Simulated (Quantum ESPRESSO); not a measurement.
# Pb (Fm-3m) in Quantum ESPRESSO: a series of runs, part 3 of 4

Quantum ESPRESSO 7.5.

### 4 Phonon dispersion, LDA

File pw.in:

```
&CONTROL
  calculation = 'scf'
  prefix = 'pwscf'
  outdir = './tmp'
  pseudo_dir = './pseudo'
  tprnfor = .true.
  tstress = .true.
  disk_io = 'low'
/
&SYSTEM
  ibrav = 0
  nat = 1
  ntyp = 1
  ecutwfc = 45
  ecutrho = 360
  nbnd = 13
  occupations = 'smearing'
  smearing = 'mv'
  degauss = 0.01469973
/
&ELECTRONS
  conv_thr = 2d-10
  electron_maxstep = 120
  mixing_beta = 0.5
/
ATOMIC_SPECIES
Pb   207.2000 pb_lda_v1.uspp.F.UPF
CELL_PARAMETERS angstrom
   0.0000000000    2.4750200000    2.4750200000
   2.4750200000    0.0000000000    2.4750200000
   2.4750200000    2.4750200000    0.0000000000
ATOMIC_POSITIONS crystal
Pb     0.0000000000    0.0000000000    0.0000000000
K_POINTS automatic
10 10 10 0 0 0
```

File relax.in:

```
&CONTROL
  calculation = 'vc-relax'
  prefix = 'pwscf'
  outdir = './tmp'
  pseudo_dir = './pseudo'
  tprnfor = .true.
  tstress = .true.
  disk_io = 'low'
  nstep = 40
  forc_conv_thr = 0.0001
  etot_conv_thr = 1d-06
/
&SYSTEM
  ibrav = 0
  nat = 1
  ntyp = 1
  ecutwfc = 45
  ecutrho = 360
  nbnd = 13
  occupations = 'smearing'
  smearing = 'mv'
  degauss = 0.01469973
/
&ELECTRONS
  conv_thr = 2d-10
  electron_maxstep = 120
  mixing_beta = 0.5
/
&IONS
  ion_dynamics = 'bfgs'
/
&CELL
  cell_dynamics = 'bfgs'
  press = 0
  press_conv_thr = 0.2
/
ATOMIC_SPECIES
Pb   207.2000 pb_lda_v1.uspp.F.UPF
CELL_PARAMETERS angstrom
   0.0000000000    2.4750200000    2.4750200000
   2.4750200000    0.0000000000    2.4750200000
   2.4750200000    2.4750200000    0.0000000000
ATOMIC_POSITIONS crystal
Pb     0.0000000000    0.0000000000    0.0000000000
K_POINTS automatic
10 10 10 0 0 0
```

File scf2.in:

```
&CONTROL
  calculation = 'scf'
  prefix = 'pwscf'
  outdir = './tmp'
  pseudo_dir = './pseudo'
  tprnfor = .true.
  tstress = .true.
  disk_io = 'low'
/
&SYSTEM
  ibrav = 0
  nat = 1
  ntyp = 1
  ecutwfc = 45
  ecutrho = 360
  nbnd = 13
  occupations = 'smearing'
  smearing = 'mv'
  degauss = 0.01469973
/
&ELECTRONS
  conv_thr = 1d-13
  electron_maxstep = 120
  mixing_beta = 0.5
  startingpot = 'file'
  startingwfc = 'file'
/
ATOMIC_SPECIES
Pb   207.2000 pb_lda_v1.uspp.F.UPF
CELL_PARAMETERS angstrom
   0.0000000000    2.4317737272    2.4317737272
   2.4317737272    0.0000000000    2.4317737272
   2.4317737272    2.4317737272    0.0000000000
ATOMIC_POSITIONS crystal
Pb     0.0000000000    0.0000000000    0.0000000000
K_POINTS automatic
10 10 10 0 0 0
```

File ph.in:

```
phonon_bands of Pb
&INPUTPH
  prefix = 'pwscf'
  outdir = './tmp'
  tr2_ph = 1d-18
  fildyn = 'dyn'
  niter_ph = 90
  alpha_mix(1) = 0.4
  ldisp = .true.
  nq1 = 2
  nq2 = 2
  nq3 = 2
/
```

File q2r.in:

```
&INPUT
  fildyn = 'dyn'
  zasr = 'crystal'
  flfrc = 'fc'
/
```

File matdyn.in:

```
&INPUT
  asr = 'crystal'
  flfrc = 'fc'
  flfrq = 'freq'
  q_in_cryst_coord = .true.
  flvec = ' '
/
80
 0.0000000000  0.0000000000  0.0000000000
 0.0454545455  0.0000000000  0.0454545455
 0.0909090909  0.0000000000  0.0909090909
 0.1363636364  0.0000000000  0.1363636364
 0.1818181818  0.0000000000  0.1818181818
 0.2272727273  0.0000000000  0.2272727273
 0.2727272727  0.0000000000  0.2727272727
 0.3181818182  0.0000000000  0.3181818182
 0.3636363636  0.0000000000  0.3636363636
 0.4090909091  0.0000000000  0.4090909091
 0.4545454545  0.0000000000  0.4545454545
 0.5000000000  0.0000000000  0.5000000000
 0.5000000000  0.0500000000  0.5500000000
 0.5000000000  0.1000000000  0.6000000000
 0.5000000000  0.1500000000  0.6500000000
 0.5000000000  0.2000000000  0.7000000000
 0.5000000000  0.2500000000  0.7500000000
 0.4687500000  0.2812500000  0.7500000000
 0.4375000000  0.3125000000  0.7500000000
 0.4062500000  0.3437500000  0.7500000000
 0.3750000000  0.3750000000  0.7500000000
 0.3461538462  0.3461538462  0.6923076923
 0.3173076923  0.3173076923  0.6346153846
 0.2884615385  0.2884615385  0.5769230769
 0.2596153846  0.2596153846  0.5192307692
 0.2307692308  0.2307692308  0.4615384615
 0.2019230769  0.2019230769  0.4038461538
 0.1730769231  0.1730769231  0.3461538462
 0.1442307692  0.1442307692  0.2884615385
 0.1153846154  0.1153846154  0.2307692308
 0.0865384615  0.0865384615  0.1730769231
 0.0576923077  0.0576923077  0.1153846154
 0.0288461538  0.0288461538  0.0576923077
 0.0000000000  0.0000000000  0.0000000000
 0.0454545455  0.0454545455  0.0454545455
 0.0909090909  0.0909090909  0.0909090909
 0.1363636364  0.1363636364  0.1363636364
 0.1818181818  0.1818181818  0.1818181818
 0.2272727273  0.2272727273  0.2272727273
 0.2727272727  0.2727272727  0.2727272727
 0.3181818182  0.3181818182  0.3181818182
 0.3636363636  0.3636363636  0.3636363636
 0.4090909091  0.4090909091  0.4090909091
 0.4545454545  0.4545454545  0.4545454545
 0.5000000000  0.5000000000  0.5000000000
 0.5178571429  0.4642857143  0.5178571429
 0.5357142857  0.4285714286  0.5357142857
 0.5535714286  0.3928571429  0.5535714286
 0.5714285714  0.3571428571  0.5714285714
 0.5892857143  0.3214285714  0.5892857143
 0.6071428571  0.2857142857  0.6071428571
 0.6250000000  0.2500000000  0.6250000000
 0.5937500000  0.2500000000  0.6562500000
 0.5625000000  0.2500000000  0.6875000000
 0.5312500000  0.2500000000  0.7187500000
 0.5000000000  0.2500000000  0.7500000000
 0.5000000000  0.2750000000  0.7250000000
 0.5000000000  0.3000000000  0.7000000000
 0.5000000000  0.3250000000  0.6750000000
 0.5000000000  0.3500000000  0.6500000000
 0.5000000000  0.3750000000  0.6250000000
 0.5000000000  0.4000000000  0.6000000000
 0.5000000000  0.4250000000  0.5750000000
 0.5000000000  0.4500000000  0.5500000000
 0.5000000000  0.4750000000  0.5250000000
 0.5000000000  0.5000000000  0.5000000000
 0.4861111111  0.4861111111  0.5277777778
 0.4722222222  0.4722222222  0.5555555556
 0.4583333333  0.4583333333  0.5833333333
 0.4444444444  0.4444444444  0.6111111111
 0.4305555556  0.4305555556  0.6388888889
 0.4166666667  0.4166666667  0.6666666667
 0.4027777778  0.4027777778  0.6944444444
 0.3888888889  0.3888888889  0.7222222222
 0.3750000000  0.3750000000  0.7500000000
 0.6250000000  0.2500000000  0.6250000000
 0.5937500000  0.1875000000  0.5937500000
 0.5625000000  0.1250000000  0.5625000000
 0.5312500000  0.0625000000  0.5312500000
 0.5000000000  0.0000000000  0.5000000000
```

File matdyn_dos.in:

```
&INPUT
  asr = 'crystal'
  flfrc = 'fc'
  dos = .true.
  fldos = 'phdos'
  nk1 = 15
  nk2 = 15
  nk3 = 15
  deltaE = 0.5
  flvec = ' '
  flfrq = ' '
/
```

File matdyn_mesh.in:

```
&INPUT
  asr = 'crystal'
  flfrc = 'fc'
  flfrq = 'mesh'
  q_in_cryst_coord = .true.
  flvec = ' '
/
1000
 0.05000000  0.05000000  0.05000000
 0.05000000  0.05000000  0.15000000
 0.05000000  0.05000000  0.25000000
[... 997 further points of the even 10 x 10 x 10 mesh, shifted by half a step ...]
```

Potentials or basis: GBRV 1.5 LDA.

Started as:

```sh
OMP_NUM_THREADS=1 pw.x -in pw.in > pw.out
OMP_NUM_THREADS=1 pw.x -in relax.in > relax.out
OMP_NUM_THREADS=1 pw.x -in scf2.in > scf2.out
OMP_NUM_THREADS=1 ph.x -in ph.in > ph.out
OMP_NUM_THREADS=1 q2r.x -in q2r.in > q2r.out
OMP_NUM_THREADS=1 matdyn.x -in matdyn.in > matdyn.out
OMP_NUM_THREADS=1 matdyn.x -in matdyn_dos.in > matdyn_dos.out
OMP_NUM_THREADS=1 matdyn.x -in matdyn_mesh.in > matdyn_mesh.out
```

pw.out:

```text
This program is part of the open-source Quantum ESPRESSO suite
     for quantum simulation of materials; please cite
[... 9 lines left out ...]
     --------------------
     sticks:   dense  smooth     PW     G-vecs:    dense   smooth      PW
     Sum        1069     547    163                23505     8363    1459

     Using Slab Decomposition

     bravais-lattice index     =            0
     lattice parameter (alat)  =       6.6144  a.u.
     unit-cell volume          =     204.6269 (a.u.)^3
     number of atoms/cell      =            1
     number of atomic types    =            1
     number of electrons       =        14.00
     number of Kohn-Sham states=           13
     kinetic-energy cutoff     =      45.0000  Ry
     charge density cutoff     =     360.0000  Ry
     scf convergence threshold =      2.0E-10
     mixing beta               =       0.5000
     number of iterations used =            8  plain     mixing
[... 321 lines left out ...]
    12.9180  16.3730  17.6570  18.0222  29.3584

          k = 0.2828 0.1414 0.0000 (  1034 PWs)   bands (ev):

    -6.0907  -6.0014  -5.9590  -5.9540  -5.8569   0.3829  12.8367  14.4839
    16.9097  18.0152  20.4220  20.5336  24.0172

          k = 0.3536 0.2121-0.0707 (  1040 PWs)   bands (ev):
[... 71 lines left out ...]
    -6.0702  -6.0571  -5.9232  -5.8587  -5.7463   4.1781   8.8830  10.2906
    11.3098  18.0107  20.7521  21.6279  24.7428

     the Fermi energy is    10.9104 ev

!    total energy              =    -164.02919129 Ry
     estimated scf accuracy    <          1.4E-10 Ry
     smearing contrib. (-TS)   =       0.00020082 Ry
     internal energy E=F+TS    =    -164.02939211 Ry

     The total energy is F=E-TS. E is the sum of the following terms:
     one-electron contribution =     -31.01776817 Ry
     hartree contribution      =      26.16923402 Ry
     xc contribution           =     -63.11373792 Ry
     ewald contribution        =     -96.06712003 Ry

     convergence has been achieved in   6 iterations

     negative rho (up, down):  1.579E-02 0.000E+00

     Forces acting on atoms (cartesian axes, Ry/au):

     atom    1 type  1   force =     0.00000000    0.00000000    0.00000000

     Total force =     0.000000     Total SCF correction =     0.000000

     Computing stress (Cartesian axis) and pressure

     negative rho (up, down):  1.579E-02 0.000E+00
          total   stress  (Ry/bohr**3)                   (kbar)     P=      -25.58
  -0.00017387   0.00000000   0.00000000          -25.58        0.00        0.00
   0.00000000  -0.00017387  -0.00000000            0.00      -25.58       -0.00
   0.00000000  -0.00000000  -0.00017387            0.00       -0.00      -25.58

=------------------------------------------------------------------------------=
   JOB DONE.
=------------------------------------------------------------------------------=
```

scf2.out:

```text
This program is part of the open-source Quantum ESPRESSO suite
     for quantum simulation of materials; please cite
[... 9 lines left out ...]
     --------------------
     sticks:   dense  smooth     PW     G-vecs:    dense   smooth      PW
     Sum        1039     517    163                22227     7823    1459
[... 394 lines left out ...]
  -0.00000038   0.00000000   0.00000000           -0.06        0.00        0.00
   0.00000000  -0.00000038   0.00000000            0.00       -0.06        0.00
   0.00000000   0.00000000  -0.00000038            0.00        0.00       -0.06

=------------------------------------------------------------------------------=
   JOB DONE.
=------------------------------------------------------------------------------=
```

Run time: 7 min. Hardware: 1 thread of Arm Neoverse V2, shared host; peak memory 0.12 GiB.

What came out:

* Free energy: -2231.7430 eV
* Relaxed volume: 28.76 Å³/atom
* Relaxed cell: a = 3.439 Å, b = 3.439 Å, c = 3.439 Å, α = 60.00°, β = 60.00°, γ = 60.00°
* Space group after relaxing (to 0.05 Å): Fm-3m (No. 225)
* Pressure after relaxing: 0.0 GPa
* Band gap on the k mesh: none (metal or under the smearing width)
* Highest phonon frequency: 79 cm⁻¹
* Zero-point energy: 0.009 eV/atom

Step by step:
```
step  energy change (eV)  largest force (eV/Å)  pressure (GPa)  volume (Å³)
   1              0.0000                0.0000           -2.56        30.32
   2             -0.0056                0.0000           -1.99        29.93
   3             -0.0112                0.0000           -1.06        29.34
   4             -0.0131                0.0000            0.11        28.70
   5             -0.0131                0.0000           -0.01        28.76
   6             -0.0131                0.0000            0.00        28.76
```

Final structure:
```
CELL_PARAMETERS angstrom
0.00000 2.43177 2.43177
2.43177 0.00000 2.43177
2.43177 2.43177 0.00000
ATOMIC_POSITIONS crystal
Pb 0.00000 0.00000 0.00000
```

Phonon frequencies in cm⁻¹ (negative: imaginary):
```tsv
q point	frequencies
(0.000, 0.000, 0.000)	0 0 0
(0.318, 0.000, 0.318)	43 43 57
(0.500, 0.150, 0.650)	50 54 64
(0.346, 0.346, 0.692)	42 61 64
(0.144, 0.144, 0.288)	19 34 49
(0.091, 0.091, 0.091)	10 10 22
(0.409, 0.409, 0.409)	34 34 76
(0.589, 0.321, 0.589)	41 54 69
(0.500, 0.275, 0.725)	50 59 61
(0.500, 0.450, 0.550)	36 38 78
(0.431, 0.431, 0.639)	39 49 73
(0.562, 0.125, 0.562)	48 53 65
```

Phonon frequencies at the corners of the path (cm⁻¹, interpolated; i marks imaginary ones):
```csv
point,frequencies
Γ,0 0 0
X,49 49 66
W,51 60 60
K,44 60 63
L,35 35 79
U,44 60 63
```

Phonon states per cell in windows of 5 cm⁻¹ (negative: imaginary):
| from (cm⁻¹) | total |
| --- | --- |
| 0 | 0.00 |
| 5 | 0.00 |
| 10 | 0.02 |
| 15 | 0.04 |
| 20 | 0.07 |
| 25 | 0.12 |
| 30 | 0.22 |
| 35 | 0.38 |
| 40 | 0.41 |
| 45 | 0.42 |
| 50 | 0.27 |
| 55 | 0.22 |
| 60 | 0.25 |
| 65 | 0.37 |
| 70 | 0.16 |
| 75 | 0.05 |

Harmonic thermodynamics per atom at this volume (zero-point energy 9.1 meV, Debye temperature from the second moment 95 K):
```tsv
T (K)	free energy (meV)	entropy (k_B)	heat capacity Cv (k_B)
50	4.9	2.38	2.53
100	-9.9	4.28	2.87
200	-56.4	6.31	2.97
298.15	-115.1	7.50	2.98
500	-260.1	9.04	2.99
800	-513.5	10.45	3.00
```

Caveat: the q mesh is small, so phonon branches between its points and thermal values are rough.

### 5 Phonon dispersion, PBE

Edit pw.in of step 4 so:

```diff
@@ -26,3 +26,3 @@
 ATOMIC_SPECIES
-Pb   207.2000 pb_lda_v1.uspp.F.UPF
+Pb   207.2000 pb_pbe_v1.uspp.F.UPF
 CELL_PARAMETERS angstrom
```

Edit relax.in of step 4 so:

```diff
@@ -37,3 +37,3 @@
 ATOMIC_SPECIES
-Pb   207.2000 pb_lda_v1.uspp.F.UPF
+Pb   207.2000 pb_pbe_v1.uspp.F.UPF
 CELL_PARAMETERS angstrom
```

Edit scf2.in of step 4 so:

```diff
@@ -28,7 +28,7 @@
 ATOMIC_SPECIES
-Pb   207.2000 pb_lda_v1.uspp.F.UPF
+Pb   207.2000 pb_pbe_v1.uspp.F.UPF
 CELL_PARAMETERS angstrom
-   0.0000000000    2.4317737272    2.4317737272
-   2.4317737272    0.0000000000    2.4317737272
-   2.4317737272    2.4317737272    0.0000000000
+   0.0000000000    2.5103861517    2.5103861517
+   2.5103861517    0.0000000000    2.5103861517
+   2.5103861517    2.5103861517    0.0000000000
 ATOMIC_POSITIONS crystal
```

ph.in is that of step 4.

q2r.in is that of step 4.

matdyn.in is that of step 4.

matdyn_dos.in is that of step 4.

matdyn_mesh.in is that of step 4.

Potentials or basis: GBRV 1.5 PBE.

Started as:

```sh
OMP_NUM_THREADS=1 pw.x -in pw.in > pw.out
OMP_NUM_THREADS=1 pw.x -in relax.in > relax.out
OMP_NUM_THREADS=1 pw.x -in scf2.in > scf2.out
OMP_NUM_THREADS=1 ph.x -in ph.in > ph.out
OMP_NUM_THREADS=1 q2r.x -in q2r.in > q2r.out
OMP_NUM_THREADS=1 matdyn.x -in matdyn.in > matdyn.out
OMP_NUM_THREADS=1 matdyn.x -in matdyn_dos.in > matdyn_dos.out
OMP_NUM_THREADS=1 matdyn.x -in matdyn_mesh.in > matdyn_mesh.out
```

pw.out:

```text
This program is part of the open-source Quantum ESPRESSO suite
     for quantum simulation of materials; please cite
         "P. Giannozzi et al., J. Phys.:Condens. Matter 21 395502 (2009);
         "P. Giannozzi et al., J. Phys.:Condens. Matter 29 465901 (2017);
         "P. Giannozzi et al., J. Chem. Phys. 152 154105 (2020);
     in publications or presentations arising from this work. More details at

     Message from routine setup:
     using ibrav=0 with symmetry is DISCOURAGED, use correct ibrav instead

     G-vector sticks info
     --------------------
     sticks:   dense  smooth     PW     G-vecs:    dense   smooth      PW
     Sum        1069     547    163                23505     8363    1459

     Using Slab Decomposition

     bravais-lattice index     =            0
     lattice parameter (alat)  =       6.6144  a.u.
     unit-cell volume          =     204.6269 (a.u.)^3
     number of atoms/cell      =            1
     number of atomic types    =            1
[... 337 lines left out ...]

          k = 0.2828 0.1414 0.0000 (  1034 PWs)   bands (ev):

    -5.8331  -5.7455  -5.7034  -5.6990  -5.6036   0.8067  13.2541  14.8803
    17.3555  19.2911  20.7372  20.8424  24.3586

          k = 0.3536 0.2121-0.0707 (  1040 PWs)   bands (ev):
[... 71 lines left out ...]
    -5.8130  -5.8006  -5.6682  -5.6055  -5.4941   4.6554   9.2579  10.6699
    11.6692  19.2878  21.1045  21.9492  25.0802

     the Fermi energy is    11.3035 ev

!    total energy              =    -164.15646742 Ry
     estimated scf accuracy    <          5.2E-13 Ry
     smearing contrib. (-TS)   =       0.00022117 Ry
     internal energy E=F+TS    =    -164.15668860 Ry

     The total energy is F=E-TS. E is the sum of the following terms:
     one-electron contribution =     -30.91136844 Ry
     hartree contribution      =      26.21971672 Ry
     xc contribution           =     -63.39791684 Ry
     ewald contribution        =     -96.06712003 Ry

     convergence has been achieved in   7 iterations

     negative rho (up, down):  1.578E-02 0.000E+00

     Forces acting on atoms (cartesian axes, Ry/au):

     atom    1 type  1   force =     0.00000000    0.00000000    0.00000000

     Total force =     0.000000     Total SCF correction =     0.000000

     Computing stress (Cartesian axis) and pressure

     negative rho (up, down):  1.578E-02 0.000E+00
          total   stress  (Ry/bohr**3)                   (kbar)     P=       18.98
   0.00012900   0.00000000   0.00000000           18.98        0.00        0.00
   0.00000000   0.00012900  -0.00000000            0.00       18.98       -0.00
   0.00000000  -0.00000000   0.00012900            0.00       -0.00       18.98

=------------------------------------------------------------------------------=
   JOB DONE.
=------------------------------------------------------------------------------=
```

It took 7.8 min on 1 thread of Arm Neoverse V2, shared host; peak memory 0.12 GiB.

What came out:

```
Free energy                            : -2233.4707 eV
Relaxed volume                         : 31.64 Å³/atom
Relaxed cell                           : a = 3.550 Å, b = 3.550 Å, c = 3.550 Å, α = 60.00°, β = 60.00°, γ = 60.00°
Space group after relaxing (to 0.05 Å) : Fm-3m (No. 225)
Pressure after relaxing                : 0.0 GPa
Band gap on the k mesh                 : none (metal or under the smearing width)
Highest phonon frequency               : 66 cm⁻¹
Zero-point energy                      : 0.008 eV/atom
```

Step by step:
```
step  energy change (eV)  largest force (eV/Å)  pressure (GPa)  volume (Å³)
   1              0.0000                0.0000            1.90        30.32
   2             -0.0030                0.0000            1.43        30.62
   3             -0.0054                0.0000            0.94        30.94
   4             -0.0073                0.0000            0.26        31.44
   5             -0.0074                0.0000            0.01        31.63
   6             -0.0074                0.0000            0.00        31.64
```

Final structure:
```
Pb
1.0
     0.00000    2.51039    2.51039
     2.51039    0.00000    2.51039
     2.51039    2.51039    0.00000
Pb
1
Direct
  0.00000 0.00000 0.00000
```

Phonon frequencies in cm⁻¹ (negative: imaginary):
| q point | frequencies |
| --- | --- |
| (0.000, 0.000, 0.000) | 0 0 0 |
| (0.318, 0.000, 0.318) | 35 35 50 |
| (0.500, 0.150, 0.650) | 40 45 55 |
| (0.346, 0.346, 0.692) | 35 52 53 |
| (0.144, 0.144, 0.288) | 17 28 41 |
| (0.091, 0.091, 0.091) | 9 9 19 |
| (0.409, 0.409, 0.409) | 29 29 63 |
| (0.589, 0.321, 0.589) | 34 46 58 |
| (0.500, 0.275, 0.725) | 40 50 52 |
| (0.500, 0.450, 0.550) | 31 33 65 |
| (0.431, 0.431, 0.639) | 33 42 61 |
| (0.562, 0.125, 0.562) | 38 42 57 |

Phonon frequencies at the corners of the path (cm⁻¹, interpolated; i marks imaginary ones):
| point | frequencies |
| --- | --- |
| Γ | 0 0 0 |
| X | 39 39 58 |
| W | 41 51 51 |
| K | 36 49 54 |
| L | 31 31 66 |
| U | 36 49 54 |

Phonon states per cell in windows of 5 cm⁻¹ (negative: imaginary):
| from (cm⁻¹) | total |
| --- | --- |
| 0 | 0.00 |
| 5 | 0.01 |
| 10 | 0.03 |
| 15 | 0.06 |
| 20 | 0.12 |
| 25 | 0.26 |
| 30 | 0.54 |
| 35 | 0.56 |
| 40 | 0.31 |
| 45 | 0.27 |
| 50 | 0.21 |
| 55 | 0.49 |
| 60 | 0.13 |
| 65 | 0.01 |

Harmonic thermodynamics per atom at this volume (zero-point energy 7.6 meV, Debye temperature from the second moment 80 K):
| T (K) | free energy (meV) | entropy (k_B) | heat capacity Cv (k_B) |
| --- | --- | --- | --- |
| 50 | 2.3 | 2.83 | 2.65 |
| 100 | -14.5 | 4.78 | 2.91 |
| 200 | -65.4 | 6.82 | 2.98 |
| 298.15 | -128.5 | 8.01 | 2.99 |
| 500 | -282.4 | 9.56 | 3.00 |
| 800 | -549.2 | 10.97 | 3.00 |

Caveat: the q mesh is small, so phonon branches between its points and thermal values are rough. The run has no spin-orbit coupling, so splittings on Pb are missing.

(Continued in part 4 of 4.)
